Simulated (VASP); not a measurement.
Input of a VASP 6.6.1 run:

The input INCAR:

```
SYSTEM = MnS
PREC     = Accurate       ! precision mode
ENCUT    = 520            ! plane-wave cutoff, eV
EDIFF    = 1E-6           ! SCF threshold, eV
ISMEAR   = 0              ! smearing method
SIGMA    = 0.05           ! smearing width, eV
LREAL    = .FALSE.        ! projectors in reciprocal space
LASPH    = .TRUE.         ! aspherical terms in the spheres
NELM     = 150            ! most SCF steps
ALGO     = Fast           ! electronic algorithm
ISIF     = 2              ! what is computed and relaxed
LWAVE    = .FALSE.        ! write WAVECAR
LCHARG   = .FALSE.        ! write CHGCAR
ISPIN    = 2              ! spin polarisation
MAGMOM   = 5 0            ! initial moments
LORBIT   = 11             ! projections on sites
LMAXMIX  = 4              ! l up to which the mixer works
LDAU     = .TRUE.         ! DFT+U
LDAUTYPE = 2            
LDAUL    = 2 -1           ! shell
LDAUU    = 3.9 0          ! U, eV
LDAUJ    = 0 0          
LDAUPRINT= 1            
GGA      = PE             ! functional
NBANDS   = 20             ! bands
```

File KPOINTS:

```
regular mesh
0
G
  10 10 10
  0 0 0
```

POSCAR

```
MnS
1.0
    0.0000000000      2.6045000000      2.6045000000
    2.6045000000      0.0000000000      2.6045000000
    2.6045000000      2.6045000000      0.0000000000
Mn S
1 1
Direct
    0.0000000000      0.0000000000      0.0000000000
    0.5000000000      0.5000000000      0.5000000000
```

Potentials or basis: VASP PAW PBE potentials, release 64 (Mn_pv, S).

Run with:

```sh
$ cat potpaw_PBE.64/Mn_pv/POTCAR potpaw_PBE.64/S/POTCAR > POTCAR
$ mpirun -np 1 vasp_std > vasp.out
```

Task: What does it give for the site moments?

Result: Mn +4.59; S +0.09 μB.

Task: Predict the pressure.

Result: 4.2 GPa.

Eigenvalues of the final occupation matrices:
```csv
site,spin,trace,eigenvalues
site 1 d,1,4.71,0.93 0.93 0.93 0.96 0.96
site 1 d,2,0.20,0.01 0.01 0.01 0.08 0.08
```

Caveat: a cell with one magnetic atom can't hold antiferromagnetic order, which such compounds often take. The state reached can hang on the start; a lower one may exist.
